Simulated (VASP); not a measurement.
Here is a VASP 6.6.1 calculation.

Contents of INCAR:

```
ALGO     = Normal         # electronic algorithm
EDIFF    = 1E-6           # SCF threshold, eV
ENCUT    = 520            # plane-wave cutoff, eV
GGA_COMPAT= False        
ISIF     = 2              # what is computed and relaxed
ISMEAR   = 0              # smearing method
KPAR     = 2            
LASPH    = True           # aspherical terms in the spheres
LCHARG   = False          # write CHGCAR
LMIXTAU  = True         
LNONCOLLINEAR= True           # non-collinear magnetism
LORBIT   = 11             # projections on sites
LREAL    = False          # projectors in reciprocal space
LSORBIT  = True           # spin-orbit coupling
LWAVE    = False          # write WAVECAR
MAGMOM   = 0 0 0 0 0 0    # initial moments
METAGGA  = R2SCAN         # meta-GGA
NELM     = 60             # most SCF steps
PREC     = Accurate       # precision mode
SIGMA    = 0.02           # smearing width, eV
```

The input KPOINTS:

```
k-points
0
Gamma
  8 8 8
```

The input POSCAR:

```
GaN
1.0
    0.0000000000      2.2535006075      2.2535006075
    2.2535006075      0.0000000000      2.2535006075
    2.2535006075      2.2535006075      0.0000000000
Ga N
1 1
Direct
    0.0000000000      0.0000000000      0.0000000000
    0.2500000000      0.2500000000      0.2500000000
```

The input KPOINTS_OPT:

```
path GXWKGLUWLK,UX
15
line-mode
reciprocal
 0.0000000000  0.0000000000  0.0000000000  G
 0.5000000000  0.0000000000  0.5000000000  X

 0.5000000000  0.0000000000  0.5000000000  X
 0.5000000000  0.2500000000  0.7500000000  W

 0.5000000000  0.2500000000  0.7500000000  W
 0.3750000000  0.3750000000  0.7500000000  K

 0.3750000000  0.3750000000  0.7500000000  K
 0.0000000000  0.0000000000  0.0000000000  G

 0.0000000000  0.0000000000  0.0000000000  G
 0.5000000000  0.5000000000  0.5000000000  L

 0.5000000000  0.5000000000  0.5000000000  L
 0.6250000000  0.2500000000  0.6250000000  U

 0.6250000000  0.2500000000  0.6250000000  U
 0.5000000000  0.2500000000  0.7500000000  W

 0.5000000000  0.2500000000  0.7500000000  W
 0.5000000000  0.5000000000  0.5000000000  L

 0.5000000000  0.5000000000  0.5000000000  L
 0.3750000000  0.3750000000  0.7500000000  K

 0.6250000000  0.2500000000  0.6250000000  U
 0.5000000000  0.0000000000  0.5000000000  X
```

Potentials or basis: VASP PAW PBE potentials, release 64 (Ga_d, N).

Launch:

```bash
$ cat potpaw_PBE.64/Ga_d/POTCAR potpaw_PBE.64/N/POTCAR > POTCAR
$ mpirun -np 2 vasp_ncl > vasp.out
```

Question: Estimate the pressure.

Answer: -0.1 GPa.

Caveat: the PAW data sets were made with another functional, which shifts forces and pressure a little.
